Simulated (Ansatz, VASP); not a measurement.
# CO2 in two plane-wave programs, part 2 of 2

Wanted: the spread between two codes on one cell, functional and k mesh. The cell is taken from a series of runs on this material, whose earlier steps may have relaxed, scaled, displaced or heated it; both programs get it as it stands.

VASP 6.6.1 and Ansatz 0.2.0.

So far. Step 2 (VASP: single point, PBEsol, pair 1): The run ends at a pressure of -0.55 GPa, with forces up to 0.21 eV/Å. Step 3 (Ansatz: single point, PBEsol, pair 1): The run ends at a pressure of -1.64 GPa, with forces up to 0.84 eV/Å.

## 5. VASP: single point, PBEsol, pair 2

Level of this step: PBEsol; plane waves and PAW (O, C) (VASP).

With cell and atoms fixed, the geometry can't cause a difference; cores, projectors, grids and the points listed under the comparison can.

INCAR

```
SYSTEM = CO2
PREC = Accurate
ENCUT = 520
EDIFF = 1E-06
NELM = 120
ISMEAR = 0
SIGMA = 0.01
LREAL = .FALSE.
ALGO = Normal
GGA = PS
NBANDS = 44
LORBIT = 11
LWAVE = .FALSE.
LCHARG = .FALSE.
ISIF = 2
LASPH = .TRUE.
GGA_COMPAT = .FALSE.
EFERMI = MIDGAP
KPAR = 2
```

POSCAR

```
CO2
1.0
   10.9946670000      0.0000000000      0.0000000000
    0.0000000000      3.7668170000      0.0000000000
    0.0000000000      0.0000000000      5.5832640000
O C
8 4
Direct
    0.2088924613      0.6370656881      0.1817690015
    0.7911075387      0.3629343119      0.6817690015
    0.2911075387      0.1370656881      0.6817690015
    0.7088924613      0.8629343119      0.1817690015
    0.0449133594      0.3208117487      0.0234641292
    0.9550866406      0.6791882513      0.5234641292
    0.4550866406      0.8208117487      0.5234641292
    0.5449133594      0.1791882513      0.0234641292
    0.1268503376      0.4790431282      0.1027658693
    0.8731496624      0.5209568718      0.6027658693
    0.3731496624      0.9790431282      0.6027658693
    0.6268503376      0.0209568718      0.1027658693
```

KPOINTS

```
Automatic mesh
0
Gamma
2 5 3
0 0 0
```

The projector-augmented-wave data sets are O and C (PBE family, release 64).

Run with:

```sh
mpirun -np 2 vasp_std
```

Numbers of over 12 decimals in the logs are rounded to 6 here.

What it wrote:

```text
[banner, memory and clock lines left out]
running    2 mpi-ranks, on    1 nodes
[...]
[... a notice as in an earlier step ...]

 LDA part: xc-table for (Slater+PW92), standard interpolation
 POSCAR, INCAR and KPOINTS ok, starting setup
[...]
entering main loop
       N       E                     dE             d eps       ncg     rms          rms(c)
DAV:   1     0.451466618958E+03    0.45147E+03   -0.31729E+04  1056   0.127E+03
DAV:   2    -0.619381728086E+02   -0.51340E+03   -0.50226E+03  1420   0.315E+02
DAV:   3    -0.100874620571E+03   -0.38936E+02   -0.38707E+02  1272   0.921E+01
DAV:   4    -0.101428227252E+03   -0.55361E+00   -0.55054E+00  1240   0.121E+01
[...]
DAV:  12    -0.952394948168E+02   -0.12505E-03   -0.83807E-05  1224   0.452E-02    0.127E-02
DAV:  13    -0.952394954715E+02   -0.65477E-06   -0.10516E-05  1236   0.186E-02    0.281E-03
DAV:  14    -0.952394961754E+02   -0.70387E-06   -0.22672E-06   864   0.799E-03
   1 F= -.95239496E+02 E0= -.95239496E+02  d E =0.000000E+00
```

From OUTCAR (step 5):

```text
  Total        3.4966748      1.2133794      0.5611074      0.0000000      0.0000000      0.0000000
  in kB       24.2281948      8.4074142      3.8878708      0.0000000      0.0000000      0.0000000
  external PRESSURE =      12.1744933 kB  Pullay stress =       0.0000000 kB

 POSITION                                       TOTAL-FORCE (eV/Angst)
 -----------------------------------------------------------------------------------
      2.29670      2.39971      1.01486         0.535784      0.352344      0.264545
      8.69796      1.36711      3.80650        -0.535784     -0.352344      0.264545
      3.20063      0.51630      3.80650        -0.535784      0.352344      0.264545
      7.79404      3.25052      1.01486         0.535784     -0.352344      0.264545
      0.49381      1.20844      0.13101        -0.539206     -0.360582     -0.266066
     10.50086      2.55838      2.92264         0.539206      0.360582     -0.266066
      5.00353      3.09185      2.92264         0.539206     -0.360582     -0.266066
      5.99114      0.67497      0.13101        -0.539206      0.360582     -0.266066
      1.39468      1.80447      0.57377         0.002930      0.009788      0.001521
      9.59999      1.96235      3.36540        -0.002930     -0.009788      0.001521
      4.10266      3.68788      3.36540        -0.002930      0.009788      0.001521
      6.89201      0.07894      0.57377         0.002930     -0.009788      0.001521
 -----------------------------------------------------------------------------------
    total drift:                               -0.000000      0.000000      0.002032

  FREE ENERGIE OF THE ION-ELECTRON SYSTEM (eV)
  ---------------------------------------------------
  free  energy   TOTEN  =       -95.2394961754 eV

  energy  without entropy=      -95.2394961754  energy(sigma->0) =      -95.23949618

[... 1 part as in an earlier step ...]

[... 2 further parts left out ...]
[key lines of the parts left out:]
E-fermi :  -1.6297
```

The run ends at a pressure of 1.22 GPa, with forces up to 0.70 eV/Å.

## 6. Ansatz: single point, PBEsol, pair 2

The same cell, functional and mesh now go to Ansatz, which takes its cutoff from its data sets.

The cell is taken from a series of runs on this material, whose earlier steps may have relaxed, scaled, displaced or heated it; both programs get it as it stands.

input.yaml

```yaml
crystal:
  lattice:
    - [10.994667, 0.0, 0.0]
    - [0.0, 3.766817, 0.0]
    - [0.0, 0.0, 5.583264]
  atoms:
    - { symbol: O, position: [0.2088924613, 0.6370656881, 0.1817690015] }
    - { symbol: O, position: [0.7911075387, 0.3629343119, 0.6817690015] }
    - { symbol: O, position: [0.2911075387, 1.1370656881, 0.6817690015] }
    - { symbol: O, position: [0.7088924613, -0.1370656881, 0.1817690015] }
    - { symbol: O, position: [0.0449133594, 0.3208117487, 0.0234641292] }
    - { symbol: O, position: [0.9550866406, 0.6791882513, 0.5234641292] }
    - { symbol: O, position: [0.4550866406, 0.8208117487, 0.5234641292] }
    - { symbol: O, position: [0.5449133594, 0.1791882513, 0.0234641292] }
    - { symbol: C, position: [0.1268503376, 0.4790431282, 0.1027658693] }
    - { symbol: C, position: [0.8731496624, 0.5209568718, 0.6027658693] }
    - { symbol: C, position: [0.3731496624, 0.9790431282, 0.6027658693] }
    - { symbol: C, position: [0.6268503376, 0.0209568718, 0.1027658693] }
kpoints:
  mp_grid: { grid: [2, 5, 3] }
scf:
  occupations: { method: fixed }
hamiltonian:
  xc: pbesol
output:
  forces: false
  stress: false
  efg: { quadrupole_moments_barn: { O: -0.02558 } }
```

Run with:

```sh
ansatz run input.yaml --threads 4 --pin off --max-ram 8192MiB --backend cpu --events-out ev --progress --plain --runs-dir out
```

What it wrote:

```text
[...]
Crystal: 12 atoms, lattice volume = 231.230 Å³
Basis set: ecut = 420 eV, 4539 PW (Γ)
Bands: 44, of which v1, the nominal top of the filled ones, is band 32 counted from 1 (31 counted from 0)
Symmetry: 4 space group operations
[...]
k-points: 12 of 30 (time reversal used)
[...]
electrostatic potential = -402.877090 V   contact ρ = none
  atom  10  C  V_zz =    -2.908201   η = 0.0190   by run symmetry: allowed
            electrostatic potential = -402.877090 V   contact ρ = none
  atom  11  C  V_zz =    -2.908201   η = 0.0190   by run symmetry: allowed
            electrostatic potential = -402.877090 V   contact ρ = none
  atom  12  C  V_zz =    -2.908201   η = 0.0190   by run symmetry: allowed
            electrostatic potential = -402.877090 V   contact ρ = none
[key lines of the parts left out:]
SCF converged after 8 iterations
Free energy (F): -5468.949453 eV
Fermi energy:    -3.759406 eV
```

## 7. Side by side

What differs besides the data sets and the points named for the pairs above, as far as they apply: fixed occupations in Ansatz, narrow Gaussian smearing in VASP; the cutoff is 420 eV in Ansatz and 520 eV in VASP. Total energies have different zeros and are not compared.

Compared:

```
              quantity  Ansatz   VASP  difference
gap on the k mesh (eV)   6.622  6.607      +0.015
```

A gap on the mesh is an upper bound, since the band edges may lie between its points.

## 8. Results

```json
{"r.m.s. force difference (single point, PBEsol, pair 1)": "304 meV/Å", "difference in pressure (single point, PBEsol, pair 1)": "-1.1 GPa", "difference in gap on the k mesh (single point, PBEsol, pair 2)": "0.015 eV"}
```

What this shows: The r.m.s. force difference is 304 meV/Å (single point, PBEsol, pair 1), beyond the 12 meV/Å picked in this series as the mark of a large difference. By the marks of this series, far apart in the single point, PBEsol, pair 1 pair: the r.m.s. force difference, 304 meV/Å and the difference in pressure, -1.1 GPa. What causes the difference of the single point, PBEsol, pair 1 pair stays open here. VASP runs on this material, other cells of it included, that failed, so that no pair exists: relaxation of the atoms, PBEsol (not converged). Such differences can come from data sets, numerical settings and the points named under the comparisons, not from the functional's error against experiment.

[Lines on the potential files, build, host, timing and source positions are cut from VASP's logs without a mark.]

[Logs are printed without paths, hosts, clocks, repeated set-up lines and the standing remarks that a program may print on its own settings, such as how far it seeks lower states.]

[Hosts, paths, dates, database ids (printed as entryN), source tags and the programs' standing remarks are cut or masked in the printed files.]
